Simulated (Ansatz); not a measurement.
# Cd: pressure against volume, part 2 of 2

How stiff is Cd, and at what volume does the pressure vanish? The cell is scaled evenly, atoms carried along, and solved with LAPW, PAW and all-electron datasets made for the crystal.

Ansatz 0.2.0; DFT PBE; a cell built from a prototype (diamond type), not taken from measurement. «Crystal datasets» are all-electron PAW datasets made for this crystal.

## Step 7: Volume × 1.025, LAPW

This is Cd in the diamond structure; at room conditions it is hcp.

input.yaml

```yaml
crystal:
  lattice:
    - [0.0, 3.3676045377, 3.3676045377]
    - [3.3676045377, 0.0, 3.3676045377]
    - [3.3676045377, 3.3676045377, 0.0]
  atoms:
    - { symbol: Cd, position: [0.0, 0.0, 0.0] }
    - { symbol: Cd, position: [0.25, 0.25, 0.25] }
kpoints:
  mp_grid: { grid: [9, 9, 9] }
scf:
  occupations: { method: fermi_dirac, width: 0.08 }
hamiltonian:
  xc: pbe
  pseudopotentials: { kind: all_electron, lapw: { basis_error: 0.00025 } }
output:
  forces: true
  stress: true
  eigenvalues: true
```

The run is started by

```console
> ansatz run input.yaml --threads 1 --pin off --max-ram 2048MiB --backend cpu --events-out ev --progress --plain --runs-dir out
```

The program printed (excerpt; [...] marks lines left out):

```text
LAPW: plane waves up to 8.438 Å⁻¹, error target 2.5e-4 eV per atom; small_component_spin mean_spin; Cd in spheres of 1.458 Å, 20 of its electrons in bands, Dirac shells []
[...]
Pseudopotentials: kind: all_electron
Pseudopotential: Cd, LAPW, valence charge 20, Koelling and Harmon's equation, gaussian nucleus
Functional definition: PBE
[...]
Crystal: 2 atoms, lattice volume = 76.382 Å³
Basis set: ecut = 271.2792822625975 eV, 749 PW (Γ), exchange–correlation at level 2
Bands: 24, of which v1, the nominal top of the filled ones, is band 20 counted from 1 (19 counted from 0)
Symmetry: 48 space group operations
Space group: Fd-3m (ITA 227), of the structure as read, at distance tolerance 4.2e-5 Å
k-points: 35 of 729
[...]
SCF iter   1: F=—  HF=-304470.280215 eV  |F-HF|=—  |Δ(HF+E_count)|=         —  Δρ=7.10e-3  dr2=4.70e-2  ethr=1.17e-4  ⟨swp⟩=3.0  Hψ=5639  notcnv=0
[...]
SCF iter   7: F=-304470.232416 eV  HF=-304470.232416 eV  |F-HF|=3.80e-8  |Δ(HF+E_count)|=   1.44e-6  Δρ=4.31e-6  dr2=1.39e-8  ethr=2.17e-9  ⟨swp⟩=3.0  Hψ=2511  notcnv=0
[...]
SCF converged after 7 iterations
Free energy (F): -304470.232416 eV
[...]
E sigma→0 (E₀):  -304470.218095 eV
Entropy (-TS):   -0.028641 eV (-14.321 meV/atom)
Fermi energy:    7.302484 eV
[...]
--- Forces (eV/Å), atoms counted from 1 ---
  atom   1  Cd     0.00000000    -0.00000000     0.00000000
  atom   2  Cd    -0.00000000    -0.00000000    -0.00000000
[...]
--- Stress (GPa, compression-positive) ---
       -0.308310       0.000000      -0.000000
        0.000000      -0.308310       0.000000
       -0.000000       0.000000      -0.308310
  P = ⅓ Tr σ = -0.3083 GPa (-3.083 kbar)
--- Band table (eV; the first three rows and the last of 35) ---
[... band rows left out ...]
[...]
```

It took 18 s on 1 thread of Arm Neoverse V1, shared host.

Read from it: pressure -0.31 GPa; no gap.

## Step 8: Volume × 1.025, PAW

input.yaml: that of step 7 with these lines changed.

```diff
@@ -14,3 +14,3 @@
   xc: pbe
-  pseudopotentials: { kind: all_electron, lapw: { basis_error: 0.00025 } }
+  pseudopotentials: { kind: paw }
 output:
@@ -19 +19,6 @@
   eigenvalues: true
+  efg: { contact_densities: true }
+  write_density: true
+  write_potential: true
+  elf: true
+  volumetric_format: npy
```

The run is started by

```console
> ansatz run input.yaml --threads 1 --pin off --max-ram 2048MiB --backend cpu --events-out ev --progress --plain --runs-dir out
```

The program printed (excerpt; [...] marks lines left out):

```text
Cd: output.efg is read without spin–orbit coupling, which moves field gradients at and beside such atoms by some per cent and up to a factor of two; PAW files take it under magnetization.noncollinear and magnetization.spin_orbit
[...]
[... 3 set-up lines as earlier in the session ...]
[...]
Crystal: 2 atoms, lattice volume = 76.382 Å³
Basis set: ecut = 420 eV, 1459 PW (Γ), exchange–correlation on 64×64×64 points (8 copies of the dense FFT grid, shifted against one another)
Bands: 24, of which v1, the nominal top of the filled ones, is band 20 counted from 1 (19 counted from 0)
[... 2 set-up lines as earlier in the session ...]
k-points: 35 of 729
[...]
Free energy (F): -16508.255537 eV
[...]
E sigma→0 (E₀):  -16508.241216 eV
Entropy (-TS):   -0.028643 eV (-14.322 meV/atom)
Fermi energy:    6.656995 eV
[...]
--- Forces (eV/Å), atoms counted from 1 ---
  atom   1  Cd     0.00000000    -0.00000000    -0.00000000
  atom   2  Cd     0.00000000    -0.00000000     0.00000000
[...]
--- Stress (GPa, compression-positive) ---
       -0.313697       0.000000      -0.000000
        0.000000      -0.313697       0.000000
        0.000000       0.000000      -0.313697
  P = ⅓ Tr σ = -0.3137 GPa (-3.137 kbar)
--- PAW observables at the nuclei: V_zz in 10²¹ V/m², potentials from the cell's mean, atoms counted from 1 ---
  atom   1  Cd V_zz =    +0.000000   η = 0.0000   by run symmetry: forbidden
            electrostatic potential = -7702.070709 V   contact ρ = 1035989.656853 e/Å³
  atom   2  Cd V_zz =    +0.000000   η = 0.0000   by run symmetry: forbidden
            electrostatic potential = -7702.070709 V   contact ρ = 1035989.656853 e/Å³
--- Band table (eV; the first three rows and the last of 35) ---
[... band rows left out ...]
[...]
```

It took 5.5 s on 1 thread of Arm Neoverse V1, shared host.

In short: pressure -0.31 GPa; no gap.

## Step 9: Volume × 1.05, LAPW

input.yaml

```yaml
crystal:
  lattice:
    - [0.0, 3.3947638117, 3.3947638117]
    - [3.3947638117, 0.0, 3.3947638117]
    - [3.3947638117, 3.3947638117, 0.0]
  atoms:
    - { symbol: Cd, position: [0.0, 0.0, 0.0] }
    - { symbol: Cd, position: [0.25, 0.25, 0.25] }
kpoints:
  mp_grid: { grid: [9, 9, 9] }
scf:
  occupations: { method: fermi_dirac, width: 0.08 }
hamiltonian:
  xc: pbe
  pseudopotentials: { kind: all_electron, lapw: { basis_error: 0.00025 } }
output:
  forces: true
  stress: true
  eigenvalues: true
```

The run is started by

```console
> ansatz run input.yaml --threads 1 --pin off --max-ram 2048MiB --backend cpu --events-out ev --progress --plain --runs-dir out
```

The program printed (excerpt; [...] marks lines left out):

```text
LAPW: plane waves up to 8.360 Å⁻¹, error target 2.5e-4 eV per atom; small_component_spin mean_spin; Cd in spheres of 1.470 Å, 20 of its electrons in bands, Dirac shells []
[...]
[... 3 set-up lines as earlier in the session ...]
[...]
Crystal: 2 atoms, lattice volume = 78.245 Å³
Basis set: ecut = 266.2748643728024 eV, 749 PW (Γ), exchange–correlation at level 2
Bands: 24, of which v1, the nominal top of the filled ones, is band 20 counted from 1 (19 counted from 0)
[... 1 set-up line as earlier in the session ...]
Space group: Fd-3m (ITA 227), of the structure as read, at distance tolerance 4.3e-5 Å
k-points: 35 of 729
[...]
SCF iter   1: F=—  HF=-304470.271044 eV  |F-HF|=—  |Δ(HF+E_count)|=         —  Δρ=6.78e-3  dr2=4.35e-2  ethr=1.08e-4  ⟨swp⟩=3.0  Hψ=5652  notcnv=0
[...]
SCF iter   7: F=-304470.227274 eV  HF=-304470.227274 eV  |F-HF|=3.80e-8  |Δ(HF+E_count)|=   1.41e-6  Δρ=4.19e-6  dr2=1.40e-8  ethr=2.19e-9  ⟨swp⟩=3.0  Hψ=2511  notcnv=0
[...]
SCF converged after 7 iterations
Free energy (F): -304470.227274 eV
[...]
E sigma→0 (E₀):  -304470.212576 eV
Entropy (-TS):   -0.029395 eV (-14.698 meV/atom)
Fermi energy:    7.060602 eV
[...]
--- Forces (eV/Å), atoms counted from 1 ---
  atom   1  Cd     0.00000000     0.00000000     0.00000000
  atom   2  Cd    -0.00000000     0.00000000     0.00000000
[...]
--- Stress (GPa, compression-positive) ---
       -0.567537      -0.000000      -0.000000
       -0.000000      -0.567537      -0.000000
       -0.000000      -0.000000      -0.567537
  P = ⅓ Tr σ = -0.5675 GPa (-5.675 kbar)
--- Band table (eV; the first three rows and the last of 35) ---
[... band rows left out ...]
[...]
```

Run time: 18 s. Hardware: 1 thread of Arm Neoverse V1, shared host.

Read from it: pressure -0.57 GPa; no gap.

## Step 10: Volume × 1.05, PAW

input.yaml: that of step 9 with these lines changed.

```diff
@@ -14,3 +14,3 @@
   xc: pbe
-  pseudopotentials: { kind: all_electron, lapw: { basis_error: 0.00025 } }
+  pseudopotentials: { kind: paw }
 output:
@@ -19 +19,2 @@
   eigenvalues: true
+  efg: { contact_densities: true }
```

The run is started by

```console
> ansatz run input.yaml --threads 1 --pin off --max-ram 2048MiB --backend cpu --events-out ev --progress --plain --runs-dir out
```

The program printed (excerpt; [...] marks lines left out):

```text
Cd: output.efg is read without spin–orbit coupling, which moves field gradients at and beside such atoms by some per cent and up to a factor of two; PAW files take it under magnetization.noncollinear and magnetization.spin_orbit
[...]
[... 3 set-up lines as earlier in the session ...]
[...]
Crystal: 2 atoms, lattice volume = 78.245 Å³
Basis set: ecut = 420 eV, 1471 PW (Γ), exchange–correlation on 72×72×72 points (8 copies of the dense FFT grid, shifted against one another)
Bands: 24, of which v1, the nominal top of the filled ones, is band 20 counted from 1 (19 counted from 0)
[... 2 set-up lines as earlier in the session ...]
k-points: 35 of 729
[...]
Free energy (F): -16508.250322 eV
[...]
E sigma→0 (E₀):  -16508.235623 eV
Entropy (-TS):   -0.029399 eV (-14.699 meV/atom)
Fermi energy:    6.430375 eV
[...]
--- Forces (eV/Å), atoms counted from 1 ---
  atom   1  Cd     0.00000000    -0.00000000     0.00000000
  atom   2  Cd     0.00000000     0.00000000    -0.00000000
[...]
--- Stress (GPa, compression-positive) ---
       -0.572687      -0.000000       0.000000
       -0.000000      -0.572687       0.000000
        0.000000      -0.000000      -0.572687
  P = ⅓ Tr σ = -0.5727 GPa (-5.727 kbar)
--- PAW observables at the nuclei: V_zz in 10²¹ V/m², potentials from the cell's mean, atoms counted from 1 ---
  atom   1  Cd V_zz =    +0.000000   η = 0.0000   by run symmetry: forbidden
            electrostatic potential = -7701.833968 V   contact ρ = 1035990.277621 e/Å³
  atom   2  Cd V_zz =    -0.000000   η = 0.0000   by run symmetry: forbidden
            electrostatic potential = -7701.833968 V   contact ρ = 1035990.277621 e/Å³
--- Band table (eV; the first three rows and the last of 35) ---
[... band rows left out ...]
[...]
```

Run time: 4.6 s. Hardware: 1 thread of Arm Neoverse V1, shared host.

In short: pressure -0.57 GPa; no gap.

## Step 11: Volume × 1.05, crystal datasets

input.yaml: that of step 10 with these lines changed.

```diff
@@ -14,3 +14,3 @@
   xc: pbe
-  pseudopotentials: { kind: paw }
+  pseudopotentials: { kind: all_electron, datasets: crystal }
 output:
```

The run is started by

```console
> ansatz run input.yaml --threads 1 --pin off --max-ram 2048MiB --backend cpu --events-out ev --progress --plain --runs-dir out
```

The program printed (excerpt; [...] marks lines left out):

```text
[...]
band count auto-derived: 17 (N_el = 24.0; filled up to band 12; 16 by the electrons, moments and atoms)
Cd: output.efg is read without spin–orbit coupling, which moves field gradients at and beside such atoms by some per cent and up to a factor of two; PAW files take it under magnetization.noncollinear and magnetization.spin_orbit
[...]
[... 3 set-up lines as earlier in the session ...]
[...]
Crystal: 2 atoms, lattice volume = 78.245 Å³
Basis set: ecut = 240 eV, 645 PW (Γ), exchange–correlation on 50×50×50 points (8 copies of the dense FFT grid, shifted against one another)
Bands: 17, of which v1, the nominal top of the filled ones, is band 12 counted from 1 (11 counted from 0)
[... 1 set-up line as earlier in the session ...]
[...]
--- Forces (eV/Å), atoms counted from 1 ---
  atom   1  Cd     0.00000000     0.00000000    -0.00000000
  atom   2  Cd    -0.00000000     0.00000000    -0.00000000
[...]
--- Stress (GPa, compression-positive) ---
       -0.567979      -0.000000      -0.000000
       -0.000000      -0.567979       0.000000
       -0.000000       0.000000      -0.567979
  P = ⅓ Tr σ = -0.5680 GPa (-5.680 kbar)
--- PAW observables at the nuclei: V_zz in 10²¹ V/m², potentials from the cell's mean, atoms counted from 1 ---
  atom   1  Cd V_zz =    +0.000000   η = 0.0000   by run symmetry: forbidden
            electrostatic potential = -7701.807383 V   contact ρ = 1035970.699488 e/Å³
  atom   2  Cd V_zz =    +0.000000   η = 0.0000   by run symmetry: forbidden
            electrostatic potential = -7701.807383 V   contact ρ = 1035970.699488 e/Å³
--- Band table (eV; the first three rows and the last of 35) ---
  k-point 0: bands = ["-1.9997", "-1.9997", "-1.9997", "-1.9507", "-1.9507", "-1.3741", "-1.3741", "-1.3741", "-1.2502", "-1.2502", "0.9295", "11.1119", "11.1119", "11.1119", "11.4079"]
[...]
```

Run time: 5.2 s. Hardware: 1 thread of Arm Neoverse V1, shared host.

Result: pressure -0.57 GPa; no gap.

## Step 12: The equation of state

The rows at scale 1 come from earlier runs of the unscaled cell with the same settings.

```
          method  volume (Å³/atom)  F above the lowest (meV/atom)  pressure (GPa)
            LAPW            35.397                            4.5            0.84
            LAPW            36.328                            1.1            0.38
            LAPW            37.260                            0.0            0.00
            LAPW            38.191                            0.9           -0.31
            LAPW            39.123                            3.5           -0.57
             PAW            35.397                            4.5            0.83
             PAW            36.328                            1.0            0.37
             PAW            37.260                            0.0           -0.01
             PAW            38.191                            0.9           -0.31
             PAW            39.123                            3.5           -0.57
crystal datasets            35.397                              –            0.84
crystal datasets            37.260                              –            0.00
crystal datasets            39.123                              –           -0.57
```

## Step 13: Outcome

What follows sums up all 2 parts.

| quantity | value |
| --- | --- |
| equilibrium volume (LAPW) | 37.259 Å³/atom |
| bulk modulus (LAPW) | 13.7 GPa |
| its pressure derivative (LAPW) | 6.9 |
| equilibrium volume (PAW) | 37.244 Å³/atom |
| bulk modulus (PAW) | 13.8 GPa |
| its pressure derivative (PAW) | 6.9 |

By LAPW, the pressure vanishes at 37.26 Å³/atom (less than 0.1 % from the starting cell) and the bulk modulus there is 13.7 GPa (Birch-Murnaghan, third order). PAW's volume lies -0.04 % and its modulus +0.2 % from LAPW's. No thermal or zero-point expansion is included.
